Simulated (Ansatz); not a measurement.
# K (fcc type): the cost of one run

Computed with Ansatz 0.2.0 (DFT, PBE, all-electron LAPW, scalar-relativistic, unless a step's input says otherwise).

This is K in the fcc structure; at room conditions it is bcc.

### 1 Starting point

It takes space group Fm-3m (No. 225, cubic). Conventional cell: a = 6.159 Å, b = 6.159 Å, c = 6.159 Å, α = 90.00°, β = 90.00°, γ = 90.00°. Around K (site symmetry m-3m) lie 12 K at 4.35 Å.

Coordinates:

```
K
1.0
     0.00000    3.07943    3.07943
     3.07943    0.00000    3.07943
     3.07943    3.07943    0.00000
K
1
Direct
  0.00000 0.00000 0.00000
```

### 2 Fcc relaxed under pressure, LAPW

input.yaml reads:

```yaml
crystal:
  lattice:
    - [0.0, 3.0794278467, 3.0794278467]
    - [3.0794278467, 0.0, 3.0794278467]
    - [3.0794278467, 3.0794278467, 0.0]
  atoms:
    - { symbol: K, position: [0.0, 0.0, 0.0] }
kpoints:
  mp_grid: { grid: [11, 11, 11] }
scf:
  occupations: { method: fermi_dirac, width: 0.05 }
hamiltonian:
  xc: pbe
  pseudopotentials: { kind: all_electron, lapw: { basis_error: 0.0005 } }
output:
  forces: true
  stress: true
  eigenvalues: true
relax:
  f_tol: 0.005
  max_steps: 12
  cell: { p_target: 1.3, stress_tol: 0.03 }
```

Command:

```
> ansatz run input.yaml --threads 1 --pin off --max-ram 3584MiB --backend cpu --events-out ev --progress --plain --runs-dir out
```

**Question.** How long does this run take on 1 thread of AMD EPYC 7R43 (Zen 3), shared host, and how much memory does it need?

About 3 s, with a peak of 0.27 GiB.
